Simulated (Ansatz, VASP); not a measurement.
# One calculation of BeS, two programs

```
Be S
1.0
     0.00000    2.43801    2.43801
     2.43801    0.00000    2.43801
     2.43801    2.43801    0.00000
Be S
1 1
Direct
  0.00000 0.00000 0.00000
  0.75000 0.75000 0.75000
```

Alike in both runs: functional PBE; k mesh 8 × 8 × 8; no spin polarisation.

Ansatz relaxed the structure, and its values are those at the end. VASP's run is a single point on that final structure, the one shown.

```csv
,VASP,Ansatz
version,VASP 6.6.1,Ansatz 0.2.0
potentials or method,"VASP PAW PBE potentials, release 64 (Be, S)","scalar-relativistic, plane waves, PAW"
plane-wave cutoff (eV),520,420
occupations,"gaussian, width 0.01 eV",fixed
valence electrons in the cell,8,8
```

VASP gave:

```
gap on the k mesh at the Fermi level (eV) : 3.15
least direct gap on the mesh (eV)         : 5.68
pressure (GPa)                            : 0.0
```

Question: What did Ansatz give for the same quantities?

Answer: gap on the k mesh at the Fermi level (eV): 3.15; least direct gap on the mesh (eV): 5.66; pressure (GPa): 0.0.

A k mesh can miss the band edges.
